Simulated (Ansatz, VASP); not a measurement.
## Be: VASP beside Ansatz

File INCAR:

```
SYSTEM = Be
  PREC = Accurate
  ENCUT = 520
  EDIFF = 1E-6
  ISMEAR = -1
  SIGMA = 0.1
  LREAL = .FALSE.
  LASPH = .TRUE.
  NELM = 150
  ALGO = Normal
  ISIF = 2
  LWAVE = .FALSE.
  LCHARG = .TRUE.
  LNONCOLLINEAR = .TRUE.
  MAGMOM = 0 0 0
  LORBIT = 11
  LSORBIT = .TRUE.
  GGA_COMPAT = .FALSE.
  LORBMOM = .TRUE.
  LVHAR = .TRUE.
  NBANDS = 13
```

KPOINTS

```
Automatic mesh
0
G
  18 18 18
  0 0 0
```

Contents of POSCAR:

```
Be
1.0
   -1.2312230755      1.2312230755      1.2312230755
    1.2312230755     -1.2312230755      1.2312230755
    1.2312230755      1.2312230755     -1.2312230755
Be
1
Direct
    0.0000000000      0.0000000000      0.0000000000
```

Input for Ansatz:

```yaml
crystal:
  lattice:
    - [-1.2312230755, 1.2312230755, 1.2312230755]
    - [1.2312230755, -1.2312230755, 1.2312230755]
    - [1.2312230755, 1.2312230755, -1.2312230755]
  atoms:
    - { symbol: Be, position: [0.0, 0.0, 0.0] }
hamiltonian:
  xc: lda
  pseudopotentials:
    kind: paw_fr
    azcp:
      Be: "pseudopotentials/Be.paw.azcp"
basis:
  ecutwfc: 420
  fft_grid_basis: typed
kpoints:
  mp_grid: { grid: [18, 18, 18], shift: [0, 0, 0] }
magnetization:
  noncollinear: true
  spin_orbit: true
scf:
  occupations: { method: fermi_dirac, width: 0.1 }
```

Alike in both runs: task single point; functional LDA; k mesh 18 × 18 × 18; occupations fermi-dirac, width 0.1 eV; non-collinear spin, spin-orbit coupling.

```csv
,VASP,Ansatz
version,VASP 6.6.1,Ansatz 0.2.0
potentials or method,"VASP PAW LDA potentials, release 64 (Be)","plane waves (420 eV) with PAW, fully relativistic with spin-orbit coupling"
plane-wave cutoff (eV),520,420
valence electrons in the cell,2,2
```

```tsv
	VASP	Ansatz	Ansatz less VASP
net moment per atom (μB)	0.00	0.00	0.000
```

Ansatz warned: «pseudo_functional_mismatch».
